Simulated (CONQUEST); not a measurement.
Crystal: Ca.

```xyz
4
Lattice="3.9800 0.0000 0.0000 0.0000 6.5200 0.0000 0.0000 0.0000 6.8936" Properties=species:S:1:pos:R:3 pbc="T T T"
Ca    0.0000    4.8900    2.2979
Ca    1.9900    4.8900    5.7446
Ca    0.0000    1.6300    4.5957
Ca    1.9900    1.6300    1.1489
```

This isn't the form of Ca at room conditions, which is fcc.

- Program: CONQUEST 1.3
- Task: single point
- Functional: PBE
- Potentials or basis: PseudoDojo NC PBE, DZP, grid cutoff 120 Ha
- k mesh: 7 × 4 × 4
- Occupations: fermi-dirac, width 0.05 eV
- Spin: no spin polarisation

On this cell: pressure -0.5 GPa; largest force under 0.003 eV/Å; band gap on the k mesh none (metal or under the smearing width).

The same run follows on a disturbed copy (atoms moved at random, drawn with an rms of 0.05 Å):

```
CELL_PARAMETERS angstrom
3.98000 0.00000 0.00000
0.00000 6.52000 0.00000
0.00000 0.00000 6.89356
ATOMIC_POSITIONS crystal
Ca 0.00227 0.75526 0.33605
Ca 0.50227 0.75526 0.83605
Ca 0.00519 0.24816 0.66671
Ca 0.50519 0.24816 0.16671
```

Q: What does the disturbed cell give?

A: The energy (extrapolated to zero smearing) moves by +0.7 meV/atom; pressure -0.5 GPa; largest force 0.066 eV/Å; band gap on the k mesh none (metal or under the smearing width).

Forces in eV/Å, atoms in the order of the input:
```
Ca   0.006 -0.066 -0.002
Ca   0.006 -0.066 -0.002
Ca  -0.001  0.066  0.009
Ca  -0.001  0.066  0.009
```

Stress tensor (GPa, compression positive):
```
-0.82  0.00  0.02
 0.00 -0.04  0.00
 0.02  0.00 -0.68
```

The forces don't sum to zero, so they hold noise of the program's grid.

Caveats: the box holds several primitive cells, so bands are folded and the points are those of the box's own zone; the cell was measured hot, at 723 K; the basis of atomic orbitals isn't converged, which shifts pressures, moduli and gaps.
